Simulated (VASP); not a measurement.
# Na2S (Fm-3m) in VASP: further runs, part 2 of 2

VASP 6.6.1. The steps go on from the part before.

**3. Relaxation of cell and atoms, PBEsol**

Input file INCAR:

```
SYSTEM = Na2S
PREC = Accurate ; ENCUT = 580
EDIFF = 1E-7 ; ISMEAR = 0
SIGMA = 0.02 ; LREAL = .FALSE.
LASPH = .TRUE. ; NELM = 100
ALGO = Normal ; ISIF = 3
LWAVE = .FALSE. ; LCHARG = .FALSE.
GGA = PS ; IBRION = 2
NSW = 90 ; EDIFFG = -0.005
```

Input file KPOINTS:

```
Automatic mesh
0
G
  8 8 8
  0 0 0
```

Input file POSCAR:

```
Na2S
1.0
    0.0000000000      3.2491544900      3.2491544900
    3.2491544900      0.0000000000      3.2491544900
    3.2491544900      3.2491544900      0.0000000000
Na S
2 1
Direct
    0.2500000000      0.2500000000      0.2500000000
    0.7500000000      0.7500000000      0.7500000000
    0.0000000000      0.0000000000      0.0000000000
```

Potentials or basis: VASP PAW PBE potentials, release 64 (Na, S).

Run with:

```sh
$ cat potpaw_PBE.64/Na/POTCAR potpaw_PBE.64/S/POTCAR > POTCAR
$ mpirun -np 1 vasp_std > vasp.out
```

OUTCAR:

```text
SYSTEM = Na2S
   PREC = Accurate
   ENCUT = 580
   EDIFF = 1E-7
   ISMEAR = 0
   LREAL = .FALSE.
   LASPH = .TRUE.
   NELM = 100
   ISIF = 3
   GGA = PS
   IBRION = 2
   NSW = 90
   EDIFFG = -0.005

 ion  position               nearest neighbor table
   1  0.250  0.250  0.250-   3 2.81   3 2.81   3 2.81   3 2.81   2 3.25   2 3.25   2 3.25   2 3.25
                             2 3.25   2 3.25
   2  0.750  0.750  0.750-   3 2.81   3 2.81   3 2.81   3 2.81   1 3.25   1 3.25   1 3.25   1 3.25
                             1 3.25   1 3.25
   3  0.000  0.000  0.000-   2 2.81   2 2.81   2 2.81   1 2.81   2 2.81   1 2.81   1 2.81   1 2.81

  LATTYP: Found a face centered cubic cell.
 ALAT       =     6.4983089800

  Lattice vectors:

 A1 = (   0.0000000000,   3.2491544900,   3.2491544900)
 A2 = (   3.2491544900,   0.0000000000,   3.2491544900)
 A3 = (   3.2491544900,   3.2491544900,   0.0000000000)

Analysis of symmetry for initial positions (statically):
=====================================================================
 Subroutine PRICEL returns:
 Original cell was already a primitive cell.

 Routine SETGRP: Setting up the symmetry group for a
 face centered cubic supercell.

 Subroutine GETGRP returns: Found 48 space group operations
 (whereof 48 operations were pure point group operations)
 out of a pool of 48 trial point group operations.

The static configuration has the point symmetry O_h .

Analysis of symmetry for dynamics (positions and initial velocities):
=====================================================================
 Subroutine PRICEL returns:
 Original cell was already a primitive cell.

 Routine SETGRP: Setting up the symmetry group for a
 face centered cubic supercell.

 Subroutine GETGRP returns: Found 48 space group operations
 (whereof 48 operations were pure point group operations)
 out of a pool of 48 trial point group operations.

The dynamic configuration has the point symmetry O_h .

 Subroutine INISYM returns: Found 48 space group operations
 (whereof 48 operations are pure point group operations),
 and found     1 'primitive' translations

----------------------------------------------------------------------------------------

                                     Primitive cell

  volume of cell :      68.6027

  direct lattice vectors                    reciprocal lattice vectors
     0.000000000  3.249154490  3.249154490    -0.153886188  0.153886188  0.153886188
     3.249154490  0.000000000  3.249154490     0.153886188 -0.153886188  0.153886188
     3.249154490  3.249154490  0.000000000     0.153886188  0.153886188 -0.153886188

  length of vectors
     4.594998346  4.594998346  4.594998346     0.266538697  0.266538697  0.266538697

  position of ions in fractional coordinates (direct lattice)
     0.250000000  0.250000000  0.250000000
     0.750000000  0.750000000  0.750000000
     0.000000000  0.000000000  0.000000000

  ion indices of the primitive-cell ions
   primitive index   ion index
                 1           1
[... 58 lines left out ...]
   total plane-waves  NPLWV =  46656
   dimension x,y,z NGX =    36 NGY =   36 NGZ =   36
   dimension x,y,z NGXF=    72 NGYF=   72 NGZF=   72
   ions per type =               2   1
   NGX,Y,Z   is equivalent  to a cutoff of  13.02, 13.02, 13.02 a.u.
   NGXF,Y,Z  is equivalent  to a cutoff of  26.05, 26.05, 26.05 a.u.
 SYSTEM =  Na2S
   PREC   = accura    normal or accurate (medium, high low for compatibility)
   ISTART =      0    job   : 0-new  1-cont  2-samecut
   ICHARG =      2    charge: 1-file 2-atom 10-const
   ISPIN  =      1    spin polarized calculation?
   LNONCOLLINEAR =      F non collinear calculations
   LSORBIT =      F    spin-orbit coupling
   LASPH  =      T    aspherical Exc in radial PAW
   ENCUT  =  580.0 eV  42.63 Ry    6.53 a.u.   9.02  9.02  9.02*2*pi/ulx,y,z
   NELM   =    100;   NELMIN=  2; NELMDL= -5     # of ELM steps
   EDIFF  = 0.1E-06   stopping-criterion for ELM
   LREAL  =      F    real-space projection
   EDIFFG = -.5E-02   stopping-criterion for IOM
   NSW    =     90    number of steps for IOM
   IBRION =      2    ionic relax: 0-MD 1-quasi-New 2-CG
   NFREE  =      1    steps in history (QN), initial steepest desc. (CG)
   ISIF   =      3    stress and relaxation
   ISYM   =      2    0-nonsym 1-usesym 2-fastsym
   POTIM  = 0.5000    time-step for ionic-motion
   TEBEG  =    0.0;   TEEND  =   0.0 temperature during run
   PSTRESS=    0.0 pullay stress
   NELECT =       8.0000    total number of electrons
   NUPDOWN=      -1.0000    fix difference up-down
   EMIN   =  10.00;   EMAX   =-10.00  energy-range for DOS
   EFERMI =   0.00;   METHOD = LEGACY
   ISMEAR =     0;   SIGMA  =   0.02  broadening in eV -4-tet -1-fermi 0-gaus
   EFERMI_NEDOS =   21; number of points for ismear=-14 and -15
   IALGO  =     38    algorithm
   IMIX   =      4    mixing-type and parameters
     AMIX     =   0.40;   BMIX     =  1.00
     AMIX_MAG =   1.60;   BMIX_MAG =  1.00
  volume/ion in A,a.u.               =      22.87       154.32
  Fermi-wavevector in a.u.,A,eV,Ry     =   0.799818  1.511437  8.703765  0.639709
  Thomas-Fermi vector in A             =   1.906995
   LORBIT       =      0    0 simple, 1 ext, 2 COOP (PROOUT), +10 PAW based schemes
   GGA     = PS    functional components
   LHFCALC =     F    Hartree Fock is set to
   AEXX    =    0.0000 exact exchange contribution
   IVDW    =     0    specifies the selected vdW correction
   LEPSILON=     F    determine dielectric tensor
   LRPA    =     F    only Hartree local field effects (RPA)
 conjugate gradient relaxation of ions
 non-spin polarized calculation
 Gauss-broadening in eV      SIGMA  =   0.02
  energy-cutoff  :      580.00
  volume of cell :       68.60
 maximum number of plane-waves:      2200
   NGX = 17   NGY = 17   NGZ = 17

--------------------------------------- Ionic step        1  -------------------------------------------

 number of electron       8.0000001 magnetization

 Free energy of the ion-electron system (eV)
  ---------------------------------------------------
  ext. energy  EPLUGINS =         0.00000000
  ---------------------------------------------------
  free energy    TOTEN  =       -10.44569492 eV

  energy without entropy =      -10.44569492  energy(sigma->0) =      -10.44569492

------------------------ aborting loop because EDIFF is reached ----------------------------------------

  FORCE on cell =-STRESS in cart. coord.  units (eV):
  Direction    XX          YY          ZZ          XY          YZ          ZX
  --------------------------------------------------------------------------------------
  -------------------------------------------------------------------------------------
  Total       -0.1600413     -0.1600413     -0.1600413     -0.0000000      0.0000000      0.0000000
  in kB       -3.7376749     -3.7376749     -3.7376749     -0.0000000      0.0000000      0.0000000
  external PRESSURE =      -3.7376749 kB  Pullay stress =       0.0000000 kB
[... 61 lines left out ...]
--------------------------------------- Ionic step        3  -------------------------------------------

 number of electron       8.0000001 magnetization

 Free energy of the ion-electron system (eV)
  ---------------------------------------------------
  ext. energy  EPLUGINS =         0.00000000
  ---------------------------------------------------
  free energy    TOTEN  =       -10.44673668 eV

  energy without entropy =      -10.44673668  energy(sigma->0) =      -10.44673668

 E-fermi :   0.6544     XC(G=0):  -7.8325

 val. band max:        0.5201591935   @ k =   0.0000   0.0000   0.0000
 cond. band min:       2.9884067972   @ k =   0.0000   0.0000   0.0000
 fundamental gap:      2.4682476037
 Fermi energy:         0.6543548188

 k-point     1 :       0.0000    0.0000    0.0000
  band No.  band energies     occupation
      1      -9.6472      2.00000
      2       0.5202      2.00000
      3       0.5202      2.00000
      4       0.5202      2.00000
      5       2.9884      0.00000
      6       8.2793      0.00000
      7       8.2793      0.00000
      8       8.2793      0.00000
[... 243 lines left out ...]
 k-point    24 :      -0.3750    0.2500    0.1250
  band No.  band energies     occupation
      1      -9.3590      2.00000
      2      -0.9831      2.00000
      3      -0.1394      2.00000
      4       0.2267      2.00000
      5       5.8095      0.00000
      6       6.3137      0.00000
      7       8.0343      0.00000
      8       8.3298      0.00000

 [... further k-points ...]

------------------------ aborting loop because EDIFF is reached ----------------------------------------

  FORCE on cell =-STRESS in cart. coord.  units (eV):
  Direction    XX          YY          ZZ          XY          YZ          ZX
  --------------------------------------------------------------------------------------
  -------------------------------------------------------------------------------------
  Total       -0.0068348     -0.0068348     -0.0068348      0.0000000      0.0000000     -0.0000000
  in kB       -0.1615832     -0.1615832     -0.1615832      0.0000000      0.0000000     -0.0000000
  external PRESSURE =      -0.1615832 kB  Pullay stress =       0.0000000 kB
[... 18 lines left out ...]
  FREE ENERGIE OF THE ION-ELECTRON SYSTEM (eV)
  ---------------------------------------------------
  free  energy   TOTEN  =       -10.4467366761 eV

  energy  without entropy=      -10.4467366761  energy(sigma->0) =      -10.44673668

 reached required accuracy - stopping structural energy minimisation
```

OSZICAR:

```text
N       E                     dE             d eps       ncg     rms          rms(c)
DAV:   1     0.264379946208E+02    0.26438E+02   -0.27561E+03   464   0.785E+02
DAV:   2    -0.761380089717E+01   -0.34052E+02   -0.32075E+02   632   0.992E+01
DAV:   3    -0.111791634545E+02   -0.35654E+01   -0.35654E+01   552   0.377E+01
[... 25 lines left out ...]
DAV:   3    -0.104467366701E+02    0.33199E-04   -0.28989E-04   464   0.101E-01    0.398E-02
DAV:   4    -0.104467362875E+02    0.38266E-06   -0.22488E-06   576   0.131E-02    0.356E-02
DAV:   5    -0.104467367882E+02   -0.50070E-06   -0.22429E-06   464   0.104E-02    0.327E-03
DAV:   6    -0.104467365875E+02    0.20067E-06   -0.44715E-08   240   0.210E-03    0.182E-03
DAV:   7    -0.104467366761E+02   -0.88595E-07   -0.25588E-08   232   0.114E-03
   3 F= -.10446737E+02 E0= -.10446737E+02  d E =-.104176E-02
```

Wall time 16 s (1 thread of Intel Xeon 6975P-C (Granite Rapids), shared host); peak memory 0.21 GiB.

What came out:

| Quantity | Value |
| --- | --- |
| Free energy | -10.4467 eV |
| Relaxed volume | 22.59 Å³/atom |
| Relaxed cell | a = 4.576 Å, b = 4.576 Å, c = 4.576 Å, α = 60.00°, β = 60.00°, γ = 60.00° |
| Space group after relaxing (to 0.05 Å) | Fm-3m (No. 225) |
| Energy gained by relaxing | 0.3 meV/atom |
| Ionic steps | 3 |
| Pressure after relaxing | 0.0 GPa |
| Band gap on the k mesh | 2.47 eV, direct |

Step by step:
```csv
step,energy change (eV),largest force (eV/Å),pressure (GPa),volume (Å³)
1,0.0000,0.0000,-0.37,68.60
2,-0.0009,0.0000,-0.15,68.07
3,-0.0010,0.0000,-0.02,67.77
```

Final structure:
```yaml
crystal:
  lattice:
    - [0.00000, 3.23596, 3.23596]
    - [3.23596, 0.00000, 3.23596]
    - [3.23596, 3.23596, 0.00000]
  atoms:
    - { symbol: Na, position: [0.25000, 0.25000, 0.25000] }
    - { symbol: Na, position: [0.75000, 0.75000, 0.75000] }
    - { symbol: S, position: [0.00000, 0.00000, 0.00000] }
```

Caveat: the PAW data sets were made with another functional, which shifts forces and pressure a little. A k mesh can miss the band edges.

**4. Relaxation of cell and atoms, RPBE**

Input file INCAR:

```
SYSTEM = Na2S
PREC = Accurate ; ENCUT = 600
EDIFF = 1E-7 ; ISMEAR = 0
SIGMA = 0.02 ; LREAL = .FALSE.
LASPH = .TRUE. ; NELM = 100
ALGO = Normal ; ISIF = 3
LWAVE = .FALSE. ; LCHARG = .FALSE.
GGA = RP ; IBRION = 2
NSW = 90 ; EDIFFG = -0.005
```

KPOINTS is that of step 3.

POSCAR is that of step 3.

Potentials or basis: VASP PAW PBE potentials, release 64 (Na_pv, S).

Run with:

```sh
$ cat potpaw_PBE.64/Na_pv/POTCAR potpaw_PBE.64/S/POTCAR > POTCAR
$ mpirun -np 1 vasp_std > vasp.out
```

It took 50 s on 1 thread of Intel Xeon 6975P-C (Granite Rapids), shared host; peak memory 0.24 GiB.

It converged, with:

- Free energy: -9.4333 eV
- Relaxed volume: 24.83 Å³/atom
- Relaxed cell: a = 4.723 Å, b = 4.723 Å, c = 4.723 Å, α = 60.00°, β = 60.00°, γ = 60.00°
- Space group after relaxing (to 0.05 Å): Fm-3m (No. 225)
- Energy gained by relaxing: 14.2 meV/atom
- Ionic steps: 4
- Pressure after relaxing: 0.0 GPa
- Band gap on the k mesh: 2.51 eV, direct

The path:
| step | energy change (eV) | largest force (eV/Å) | pressure (GPa) | volume (Å³) |
| --- | --- | --- | --- | --- |
| 1 | 0.0000 | 0.0000 | 2.49 | 68.60 |
| 2 | -0.0366 | 0.0000 | 0.85 | 72.19 |
| 3 | -0.0425 | 0.0000 | -0.09 | 74.77 |
| 4 | -0.0426 | 0.0000 | 0.01 | 74.50 |

Final structure:
```
CELL_PARAMETERS angstrom
0.00000 3.33974 3.33974
3.33974 0.00000 3.33974
3.33974 3.33974 0.00000
ATOMIC_POSITIONS crystal
Na 0.25000 0.25000 0.25000
Na 0.75000 0.75000 0.75000
S 0.00000 0.00000 0.00000
```

Levels at points of the mesh, in eV from the valence-band top:
```
           k point  band 7  band 8  band 9  band 10  band 11  band 12  band 13  band 14
(0.00, 0.00, 0.00)  -10.04    0.00    0.00     0.00     2.51     7.66     7.66     7.66
(0.50, 0.00, 0.00)   -9.84   -1.49   -0.12    -0.12     4.72     6.40     7.14     7.14
(0.50, 0.50, 0.00)   -9.78   -1.34   -0.42    -0.42     4.01     5.97     8.14     9.56
```

Caveat: the PAW data sets were made with another functional, which shifts forces and pressure a little.

**5. The runs side by side**

```csv
task,level,potentials or basis,cell,cutoff (eV),gap on the mesh (eV),pressure (GPa),relaxed volume (Å³/atom)
single point,PBEsol,"VASP PAW PBE potentials, release 64 (Na_pv, S)",as given,520,2.43,0.1,-
relaxation of cell and atoms,PBEsol,"VASP PAW PBE potentials, release 64 (Na, S)",relaxed,580,2.47,0.0,22.59
relaxation of cell and atoms,RPBE,"VASP PAW PBE potentials, release 64 (Na_pv, S)",relaxed,600,2.51,0.0,24.83
```

Alike in all rows: no spin polarisation; k mesh 8 × 8 × 8; smearing gaussian 0.02 eV.

Caveats: the PAW data sets were made with another functional, which shifts forces and pressure a little.

Total energies depend on the potentials used, so only differences within one code and one set of settings carry meaning.
